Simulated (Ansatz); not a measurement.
Symmetry broken, then relaxed in Si

Method: Ansatz 0.2.0, DFT r2SCAN, scalar-relativistic, plane waves, PAW. Cutoff 500 eV, Γ-centred 8×8×8 k-points, Gaussian smearing of 0.05 eV. No spin polarisation. Energies are free energies at this smearing, counted from the undisturbed cell; pressure is positive in compression.

Reference structure (relaxed at this level):

```yaml
crystal:
  lattice:
    - [0.00000, 2.72211, 2.72211]
    - [2.72211, 0.00000, 2.72211]
    - [2.72211, 2.72211, 0.00000]
  atoms:
    - { symbol: Si, position: [0.50000, 0.50000, 0.50000] }
    - { symbol: Si, position: [0.75000, 0.75000, 0.75000] }
```

The atoms are displaced (Å, in the unstrained cell):

```tsv
atom	ux	uy	uz
Si1	0.071	0.098	0.089
Si2	-0.071	-0.098	-0.089
```

Cell and atoms are then relaxed.

Problem. Does the relaxation return to the undisturbed structure?

Solution. Yes (up to a choice of domain or origin): same space group and volume, and an energy 0.0 meV/atom from it. The disturbance itself cost 403.9 meV/atom. The final space group reads Fd-3m (tolerance 0.05 Å) and the volume changes by 0.05 %.

Final structure:

```
Si
1.0
    -0.00052    2.72211    2.72237
     2.72235   -0.00051    2.72236
     2.72236    2.72212   -0.00053
Si
2
Direct
  0.49999 0.50000 0.50000
  0.75001 0.75000 0.75000
```

The relaxation, step by step (energy from the first step; small jumps at an unchanged geometry come where the plane waves are selected anew for the new cell):

| step | ΔE (meV/atom) | largest force component (eV/Å) | pressure (GPa) |
| --- | --- | --- | --- |
| 1 | 0.0 | 3.582 | 4.65 |
| 2 | -358.8 | 0.335 | -0.11 |
| 3 | -400.2 | 0.136 | -0.15 |
| 4 | -403.9 | 0.002 | -0.04 |
| 5 | -403.9 | 0.002 | -0.04 |

Frames along the relaxation (Å, eV/Å):

```xyz
2
Lattice="0.000 2.722 2.722 2.722 0.000 2.722 2.722 2.722 0.000" Properties=species:S:1:pos:R:3:forces:R:3 pbc="T T T" step=1
Si    2.793    2.820    2.811   -3.318   -3.582   -3.466
Si    4.013    3.985    3.995    3.318    3.582    3.466
2
Lattice="-0.134 2.648 2.654 2.668 -0.143 2.663 2.666 2.655 -0.141" Properties=species:S:1:pos:R:3:forces:R:3 pbc="T T T" step=2
Si    2.589    2.573    2.580   -0.273   -0.335   -0.319
Si    3.912    3.877    3.891    0.273    0.335    0.319
2
Lattice="-0.036 2.703 2.705 2.707 -0.038 2.707 2.707 2.705 -0.038" Properties=species:S:1:pos:R:3:forces:R:3 pbc="T T T" step=3
Si    2.688    2.685    2.687   -0.109   -0.136   -0.129
Si    4.034    4.028    4.031    0.109    0.136    0.129
2
Lattice="-0.001 2.722 2.722 2.722 -0.001 2.722 2.722 2.722 -0.001" Properties=species:S:1:pos:R:3:forces:R:3 pbc="T T T" step=4
Si    2.722    2.722    2.722   -0.002   -0.001   -0.001
Si    4.083    4.083    4.083    0.002    0.001    0.001
2
Lattice="-0.001 2.722 2.722 2.722 -0.001 2.722 2.722 2.722 -0.001" Properties=species:S:1:pos:R:3:forces:R:3 pbc="T T T" step=5
Si    2.722    2.722    2.722   -0.002   -0.001   -0.001
Si    4.083    4.083    4.083    0.002    0.001    0.001
```